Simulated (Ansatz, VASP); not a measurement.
## Two plane-wave programs on Ta

The input INCAR:

```
SYSTEM = Ta
PREC     = Accurate       ! precision mode
ENCUT    = 520            ! plane-wave cutoff, eV
EDIFF    = 1E-7           ! SCF threshold, eV
ISMEAR   = 0              ! smearing method
SIGMA    = 0.15           ! smearing width, eV
LREAL    = .FALSE.        ! projectors in reciprocal space
LASPH    = .TRUE.         ! aspherical terms in the spheres
NELM     = 80             ! most SCF steps
ALGO     = Fast           ! electronic algorithm
ISIF     = 2              ! what is computed and relaxed
LWAVE    = .FALSE.        ! write WAVECAR
LCHARG   = .FALSE.        ! write CHGCAR
GGA      = PS             ! functional
NBANDS   = 12             ! bands
```

File KPOINTS:

```
regular mesh
0
G
  20 20 20
  0 0 0
```

POSCAR

```
Ta
1.0
   -1.6402286350      1.6402286350      1.8862629302
    1.6402286350     -1.6402286350      1.8862629302
    1.6402286350      1.6402286350     -1.8862629302
Ta
1
Direct
    0.0000000000      0.0000000000      0.0000000000
```

Input for Ansatz:

```yaml
crystal:
  lattice:
    - [-1.640228635, 1.640228635, 1.8862629302]
    - [1.640228635, -1.640228635, 1.8862629302]
    - [1.640228635, 1.640228635, -1.8862629302]
  atoms:
    - { symbol: Ta, position: [0.0, 0.0, 0.0] }
basis:
  ecutwfc: 420
kpoints:
  mp_grid: { grid: [20, 20, 20] }
hamiltonian:
  xc: pbesol
  pseudopotentials: { kind: paw, azcp: { folder: soft_1 } }
scf:
  occupations: { method: gaussian, width: 0.15 }
output:
  forces: true
  stress: true
  eigenvalues: true
```

Change from the starting cell: normal strain along x +0.0000, normal strain along z +0.1500.

Alike in both runs: task single point; functional PBEsol; k mesh 20 × 20 × 20; occupations gaussian, width 0.15 eV; no spin polarisation.

|  | VASP | Ansatz |
| --- | --- | --- |
| version | VASP 6.6.1 | Ansatz 0.2.0 |
| potentials or method | VASP PAW PBE potentials, release 64 (Ta_pv) | scalar-relativistic, plane waves, PAW |
| plane-wave cutoff (eV) | 520 | 420 |
| valence electrons in the cell | 11 | 13 |

```csv
,VASP,Ansatz,Ansatz less VASP
gap on the k mesh at the Fermi level (eV),none,none,-
pressure (GPa),-20.9,-20.9,+0.03
largest component of the traceless stress (GPa),5.73,5.71,-0.015
```

A gap of «none» marks a metal or a gap that the smearing closes. The two sets of potentials don't hold the same shells in valence. Ansatz warned: «pseudo_functional_mismatch».

Caveats: so large a pressure means that the cell lies far from this level's equilibrium, or that cutoff or potentials fall short (VASP); the potentials were made for another functional, which shifts forces and pressure (VASP). The runs have no spin-orbit coupling, so splittings on Ta are missing.
